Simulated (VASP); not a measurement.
# C62N (a cell with a defect) in VASP: further runs

Aim: see how the results for C62N (a cell with a defect) move with the level of theory and the settings. Levels: PBE, LDA, r2SCAN, HSE06. Tasks: hyperfine couplings.

All numbers are computed with VASP 6.6.1; they aren't measurements. Logs are shortened: lines on timing, memory, paths and dates and some standing lists are left out, and cuts for length are marked.

## 1. The structure

The cell holds a defect, 63 atoms: a = 7.140 Å, b = 7.140 Å, c = 7.140 Å, α = 90.00°, β = 90.00°, γ = 90.00°.

The cell was built by a generator and needn't be a form met in nature.

## 2. Hyperfine couplings, PBE, collinear spin, ferromagnetic start

Contents of INCAR:

```
SYSTEM = C62N
PREC = Accurate ; ENCUT = 520
EDIFF = 1E-6 ; ISMEAR = 0
SIGMA = 0.02 ; LREAL = .False.
LASPH = .True. ; NELM = 60
ALGO = Normal ; ISIF = 2
LWAVE = .False. ; LCHARG = .False.
ISPIN = 2 ; MAGMOM = 0.5 0 0 0 0 0 0 0 0 0 0 0 0 0 0 0 0 0 0 0 0 0 0 0 0 0 0 0 0 0 0 0 0 0 0 0 0 0 0 0 0 0 0 0 0 0 0 0 0 0 0 0 0 0 0 0 0 0 0 0 0 0 0
LORBIT = 11 ; NUPDOWN = 2
GGA = PE ; LHYPERFINE = .True.
NELECT = 254
```

Contents of KPOINTS:

```
Automatic mesh
0
Gamma
  1 1 1
  0 0 0
```

Contents of POSCAR:

```
C62N
1.0
    7.1400000000      0.0000000000      0.0000000000
    0.0000000000      7.1400000000      0.0000000000
    0.0000000000      0.0000000000      7.1400000000
N C
1 62
Direct
    0.6375900000      0.6375900000      0.6375900000
    0.6326450000      0.3643800000      0.3643800000
    0.3643800000      0.6326450000      0.3643800000
    0.3643800000      0.3643800000      0.6326450000
    0.5012000000      0.2503410000      0.2503410000
    0.4984050000      0.2520050000      0.7474340000
    0.4984050000      0.7474340000      0.2520050000
    0.5060330000      0.7497910000      0.7497910000
    0.2503410000      0.5012000000      0.2503410000
    0.2520050000      0.4984050000      0.7474340000
    0.7474340000      0.4984050000      0.2520050000
    0.7497910000      0.5060330000      0.7497910000
    0.2503410000      0.2503410000      0.5012000000
    0.2520050000      0.7474340000      0.4984050000
    0.7474340000      0.2520050000      0.4984050000
    0.7497910000      0.7497910000      0.5060330000
    0.1261310000      0.6242820000      0.6242820000
    0.6242820000      0.1261310000      0.6242820000
    0.6242820000      0.6242820000      0.1261310000
    0.1253590000      0.3751540000      0.3751540000
    0.6235900000      0.3773750000      0.8727850000
    0.6235900000      0.8727850000      0.3773750000
    0.3751540000      0.1253590000      0.3751540000
    0.3773750000      0.6235900000      0.8727850000
    0.8727850000      0.6235900000      0.3773750000
    0.3751540000      0.3751540000      0.1253590000
    0.3773750000      0.8727850000      0.6235900000
    0.8727850000      0.3773750000      0.6235900000
    0.9999650000      0.4998880000      0.4998880000
    0.4998880000      0.9999650000      0.4998880000
    0.4998880000      0.4998880000      0.9999650000
    0.1236090000      0.1236090000      0.6239660000
    0.1236090000      0.6239660000      0.1236090000
    0.6239660000      0.1236090000      0.1236090000
    0.1241080000      0.3754010000      0.8754640000
    0.1241080000      0.8754640000      0.3754010000
    0.6253090000      0.8765470000      0.8765470000
    0.3754010000      0.1241080000      0.8754640000
    0.8754640000      0.1241080000      0.3754010000
    0.8765470000      0.6253090000      0.8765470000
    0.3754010000      0.8754640000      0.1241080000
    0.8754640000      0.3754010000      0.1241080000
    0.8765470000      0.8765470000      0.6253090000
    0.0000573000      0.2501160000      0.2501160000
    0.9989280000      0.2509700000      0.7495550000
    0.9989280000      0.7495550000      0.2509700000
    0.0014057000      0.7500050000      0.7500050000
    0.2501160000      0.0000573000      0.2501160000
    0.2509700000      0.9989280000      0.7495550000
    0.7495550000      0.9989280000      0.2509700000
    0.7500050000      0.0014057000      0.7500050000
    0.2501160000      0.2501160000      0.0000573000
    0.2509700000      0.7495550000      0.9989280000
    0.7495550000      0.2509700000      0.9989280000
    0.7500050000      0.7500050000      0.0014057000
    0.1250520000      0.1250520000      0.1250520000
    0.1258710000      0.8746530000      0.8746530000
    0.8746530000      0.1258710000      0.8746530000
    0.8746530000      0.8746530000      0.1258710000
    0.9998960000      0.9998960000      0.4999790000
    0.9998960000      0.4999790000      0.9998960000
    0.4999790000      0.9998960000      0.9998960000
    0.0000745000      0.0000745000      0.0000745000
```

Potentials or basis: VASP PAW PBE potentials, release 64 (N, C).

Command:

```bash
$ cat potpaw_PBE.64/N/POTCAR potpaw_PBE.64/C/POTCAR > POTCAR
$ mpirun -np 1 vasp_std > vasp.out
```

OUTCAR:

```text
SYSTEM = C62N
   PREC = Accurate
   ENCUT = 520
   EDIFF = 1E-6
   ISMEAR = 0
   LREAL = .False.
   LASPH = .True.
   NELM = 60
   ISIF = 2
   ISPIN = 2
   LORBIT = 11
   NUPDOWN = 2
   GGA = PE
   NELECT = 254

 ion  position               nearest neighbor table
   1  0.638  0.638  0.638-   8 1.47  12 1.47  16 1.47
   2  0.633  0.364  0.364-   5 1.49  11 1.49  15 1.49
   3  0.364  0.633  0.364-   9 1.49   7 1.49  14 1.49
   4  0.364  0.364  0.633-  13 1.49  10 1.49   6 1.49
   5  0.501  0.250  0.250-   2 1.49  23 1.55  26 1.55  34 1.55
   6  0.498  0.252  0.747-   4 1.49  18 1.55  21 1.55  38 1.56
   7  0.498  0.747  0.252-   3 1.49  19 1.55  22 1.55  41 1.56
   8  0.506  0.750  0.750-   1 1.47  37 1.54  24 1.56  27 1.56
   9  0.250  0.501  0.250-   3 1.49  20 1.55  26 1.55  33 1.55
  10  0.252  0.498  0.747-   4 1.49  17 1.55  24 1.55  35 1.56
[... 51 lines left out ...]
  62  0.500  1.000  1.000-  34 1.53  37 1.53  38 1.54  41 1.54
  63  0.000  0.000  0.000-  56 1.55  57 1.55  58 1.55  59 1.55

  LATTYP: Found a simple cubic cell.
 ALAT       =     7.1400000000

  Lattice vectors:

 A1 = (   7.1400000000,   0.0000000000,   0.0000000000)
 A2 = (   0.0000000000,   7.1400000000,   0.0000000000)
 A3 = (   0.0000000000,   0.0000000000,   7.1400000000)

Analysis of symmetry for initial positions (statically):
=====================================================================
 Subroutine PRICEL returns:
 Original cell was already a primitive cell.

 Routine SETGRP: Setting up the symmetry group for a
 simple cubic supercell.

 Subroutine GETGRP returns: Found  6 space group operations
 (whereof  6 operations were pure point group operations)
 out of a pool of 48 trial point group operations.

The static configuration has the point symmetry C_3v.

Analysis of symmetry for dynamics (positions and initial velocities):
=====================================================================
 Subroutine PRICEL returns:
 Original cell was already a primitive cell.

 Routine SETGRP: Setting up the symmetry group for a
 simple cubic supercell.
[... 576 lines left out ...]
  energy-cutoff  :      520.00
  volume of cell :      363.99
      direct lattice vectors                 reciprocal lattice vectors
     7.140000000  0.000000000  0.000000000     0.140056022  0.000000000  0.000000000
     0.000000000  7.140000000  0.000000000     0.000000000  0.140056022  0.000000000
     0.000000000  0.000000000  7.140000000     0.000000000  0.000000000  0.140056022

 POSITION                                       TOTAL-FORCE (eV/Angst)
 -----------------------------------------------------------------------------------
      4.55239      4.55239      4.55239        -0.000388     -0.000388     -0.000388
      4.51709      2.60167      2.60167         0.000305      0.001613      0.001613
      2.60167      4.51709      2.60167         0.001613      0.000305      0.001613
      2.60167      2.60167      4.51709         0.001613      0.001613      0.000305
      3.57857      1.78743      1.78743         0.003094     -0.000321     -0.000321
      3.55861      1.79932      5.33668        -0.003513     -0.000281     -0.000201
[... 55 lines left out ...]
      3.56985      7.13926      7.13926        -0.000650      0.002138      0.002138
      0.00053      0.00053      0.00053        -0.000616     -0.000616     -0.000616
 -----------------------------------------------------------------------------------
    total drift:                               -0.000182     -0.000182     -0.000182

  FREE ENERGIE OF THE ION-ELECTRON SYSTEM (eV)
  ---------------------------------------------------
  free  energy   TOTEN  =      -550.0751944055 eV

  energy  without entropy=     -550.0751944055  energy(sigma->0) =     -550.07519441

 Fermi contact (isotropic) hyperfine coupling parameter (MHz)
 -------------------------------------------------------------
  ion      A_pw      A_1PS     A_1AE     A_1c      A_tot
 -------------------------------------------------------------
   1       0.045     0.045    -0.703    -0.110    -0.703
   2       1.713     1.729    11.858    -2.884    11.843
   3       1.713     1.729    11.858    -2.884    11.843
   4       1.713     1.729    11.858    -2.884    11.843
   5      -0.065    -0.066    -0.876     0.089    -0.875
   6      -0.027    -0.027    -0.761     0.013    -0.760
[... 55 lines left out ...]
  62       0.066     0.067    -0.074    -0.144    -0.074
  63       0.008     0.008    -0.001    -0.017    -0.001
 -------------------------------------------------------------

 Dipolar hyperfine coupling parameters (MHz)
 ---------------------------------------------------------------------
  ion      A_xx      A_yy      A_zz      A_xy      A_xz      A_yz
 ---------------------------------------------------------------------
   1      -0.000    -0.000     0.000    -0.007    -0.007    -0.007
   2       0.318    -0.159    -0.159    -2.614    -2.614     2.319
   3      -0.159     0.318    -0.159    -2.614     2.319    -2.614
   4      -0.159    -0.159     0.318     2.319    -2.614    -2.614
   5      -0.057     0.028     0.028     0.025     0.025     0.105
   6      -0.080     0.023     0.057    -0.074     0.069    -0.171
[... 55 lines left out ...]
  62      -0.144     0.072     0.072     0.044     0.044    -0.115
  63       0.000     0.000    -0.000    -0.012    -0.012    -0.012
 ---------------------------------------------------------------------

 Total hyperfine coupling parameters after diagonalization (MHz)
 (convention: |A_zz| > |A_xx| > |A_yy|)
 ----------------------------------------------------------------------
  ion      A_xx      A_yy      A_zz     asymmetry (A_yy - A_xx)/ A_zz
 ----------------------------------------------------------------------
   1      -0.696    -0.696    -0.716      -0.000
   2       9.365     9.272    16.891      -0.005
   3       9.365     9.272    16.891      -0.005
   4       9.365     9.272    16.891      -0.005
   5      -0.938    -0.736    -0.951      -0.212
   6      -0.869    -0.517    -0.895      -0.393
[... 55 lines left out ...]
  62       0.113    -0.087    -0.248       0.805
  63       0.010     0.010    -0.024       0.000
 ---------------------------------------------------------------------

 total charge

# of ion       s       p       d       tot
------------------------------------------
    1        1.202   2.723   0.000   3.925
    2        0.834   1.758   0.000   2.592
    3        0.834   1.758   0.000   2.592
    4        0.834   1.758   0.000   2.592
    5        0.825   1.771   0.000   2.596
    6        0.824   1.761   0.000   2.585
[... 55 lines left out ...]
   62        0.830   1.778   0.000   2.608
   63        0.822   1.755   0.000   2.577
--------------------------------------------------
tot         52.350 111.692   0.000 164.042

 magnetization (x)

# of ion       s       p       d       tot
------------------------------------------
    1       -0.001   0.007   0.000   0.005
    2        0.037   0.290   0.000   0.327
    3        0.037   0.290   0.000   0.327
    4        0.037   0.290   0.000   0.327
    5       -0.003  -0.010   0.000  -0.013
    6       -0.002  -0.004   0.000  -0.006
[... 55 lines left out ...]
   62       -0.000   0.012   0.000   0.012
   63        0.000   0.001   0.000   0.001
--------------------------------------------------
tot          0.133   1.153   0.000   1.286
```

Wall time 12 min (1 thread of Intel Xeon Platinum 8488C (Sapphire Rapids), shared host); peak memory 0.55 GiB.

Results:

```yaml
Free_energy: -550.0752 eV
Largest_force: 0.005 eV/Å
Net_moment: 2.00 μB per cell
Site_moments: N +0.01; C +0.33, -0.01, -0.00, +0.01, +0.02, +0.03, +0.00 μB
Valence_electrons_inside_the_program's_atomic_spheres: N 3.92; C 2.59, 2.60, 2.58, 2.54, 2.57, 2.61
```

Forces on the atoms (eV/Å):
```
N    0.000  0.000  0.000
C    0.000  0.002  0.002
C    0.002  0.000  0.002
C    0.002  0.002  0.000
C    0.003  0.000  0.000
C   -0.004  0.000  0.000
C   -0.004  0.000  0.000
C    0.001  0.002  0.002
C    0.000  0.003  0.000
C    0.000 -0.004  0.000
C    0.000 -0.004  0.000
C    0.002  0.001  0.002
C    0.000  0.000  0.003
C    0.000  0.000 -0.004
C    0.000  0.000 -0.004
C    0.002  0.002  0.001
C   -0.001  0.000  0.000
C    0.000 -0.001  0.000
C    0.000  0.000 -0.001
C    0.000  0.002  0.002
C   -0.001  0.001  0.000
C   -0.001  0.000  0.001
C    0.002  0.000  0.002
C    0.001 -0.001  0.000
C    0.000 -0.001  0.001
C    0.002  0.002  0.000
C    0.001  0.000 -0.001
C    0.000  0.001 -0.001
C    0.000  0.000  0.000
C    0.000  0.000  0.000
C    0.000  0.000  0.000
C    0.000  0.000 -0.002
C    0.000 -0.002  0.000
C   -0.002  0.000  0.000
C    0.000  0.003 -0.001
C    0.000 -0.001  0.003
C   -0.001 -0.001 -0.001
C    0.003  0.000 -0.001
C   -0.001  0.000  0.003
C   -0.001 -0.001 -0.001
C    0.003 -0.001  0.000
C   -0.001  0.003  0.000
C   -0.001 -0.001 -0.001
C   -0.002 -0.003 -0.003
C    0.001 -0.003  0.003
C    0.001  0.003 -0.003
C   -0.001  0.001  0.001
C   -0.003 -0.002 -0.003
C   -0.003  0.001  0.003
C    0.003  0.001 -0.003
C    0.001 -0.001  0.001
C   -0.003 -0.003 -0.002
C   -0.003  0.003  0.001
C    0.003 -0.003  0.001
C    0.001  0.001 -0.001
C    0.001  0.001  0.001
C    0.000  0.001  0.001
C    0.001  0.000  0.001
C    0.001  0.001  0.000
C    0.002  0.002 -0.001
C    0.002 -0.001  0.002
C   -0.001  0.002  0.002
C   -0.001 -0.001 -0.001
```

Hyperfine coupling, principal values (MHz):
| atom | values |
| --- | --- |
| 1 N | -0.7, -0.7, -0.7 |
| 2 C | 9.4, 9.3, 16.9 |
| 3 C | 9.4, 9.3, 16.9 |
| 4 C | 9.4, 9.3, 16.9 |
| 5 C | -0.9, -0.7, -1.0 |
| 6 C | -0.9, -0.5, -0.9 |
| 7 C | -0.9, -0.5, -0.9 |
| 8 C | -0.1, 0.0, -0.1 |
| 9 C | -0.9, -0.7, -1.0 |
| 10 C | -0.9, -0.5, -0.9 |
| 11 C | -0.9, -0.5, -0.9 |
| 12 C | -0.1, 0.0, -0.1 |
| 13 C | -0.9, -0.7, -1.0 |
| 14 C | -0.9, -0.5, -0.9 |
| 15 C | -0.9, -0.5, -0.9 |
| 16 C | -0.1, 0.0, -0.1 |
| 17 C | 0.1, 0.0, 0.2 |
| 18 C | 0.1, 0.0, 0.2 |
| 19 C | 0.1, 0.0, 0.2 |
| 20 C | 0.5, 0.2, 0.5 |
| 21 C | 0.2, 0.2, 0.4 |
| 22 C | 0.2, 0.2, 0.4 |
| 23 C | 0.5, 0.2, 0.5 |
| 24 C | 0.2, 0.2, 0.4 |
| 25 C | 0.2, 0.2, 0.4 |
| 26 C | 0.5, 0.2, 0.5 |
| 27 C | 0.2, 0.2, 0.4 |
| 28 C | 0.2, 0.2, 0.4 |
| 29 C | -0.2, -0.1, -0.2 |
| 30 C | -0.2, -0.1, -0.2 |
| 31 C | -0.2, -0.1, -0.2 |
| 32 C | 1.5, 1.4, 2.0 |
| 33 C | 1.5, 1.4, 2.0 |
| 34 C | 1.5, 1.4, 2.0 |
| 35 C | 1.4, 1.4, 2.0 |
| 36 C | 1.4, 1.4, 2.0 |
| 37 C | 0.0, 0.0, 0.1 |
| 38 C | 1.4, 1.4, 2.0 |
| 39 C | 1.4, 1.4, 2.0 |
| 40 C | 0.0, 0.0, 0.1 |
| 41 C | 1.4, 1.4, 2.0 |
| 42 C | 1.4, 1.4, 2.0 |
| 43 C | 0.0, 0.0, 0.1 |
| 44 C | -0.2, -0.2, -0.3 |
| 45 C | -0.1, 0.0, -0.1 |
| 46 C | -0.1, 0.0, -0.1 |
| 47 C | -0.1, 0.0, -0.1 |
| 48 C | -0.2, -0.2, -0.3 |
| 49 C | -0.1, 0.0, -0.1 |
| 50 C | -0.1, 0.0, -0.1 |
| 51 C | -0.1, 0.0, -0.1 |
| 52 C | -0.2, -0.2, -0.3 |
| 53 C | -0.1, 0.0, -0.1 |
| 54 C | -0.1, 0.0, -0.1 |
| 55 C | -0.1, 0.0, -0.1 |
| 56 C | -0.1, -0.1, -0.1 |
| 57 C | 0.2, 0.1, 0.2 |
| 58 C | 0.2, 0.1, 0.2 |
| 59 C | 0.2, 0.1, 0.2 |
| 60 C | 0.1, -0.1, -0.2 |
| 61 C | 0.1, -0.1, -0.2 |
| 62 C | 0.1, -0.1, -0.2 |
| 63 C | 0.0, 0.0, 0.0 |

Caveat: the cell carries a net charge on a neutralising background, which shifts energy and pressure; the cell is charged against a uniform background, so pressure and absolute levels hang on convention; the moment is held away from its start; the total moment is fixed, so each spin has its own Fermi level.

(Continued in part 2 of 4.)
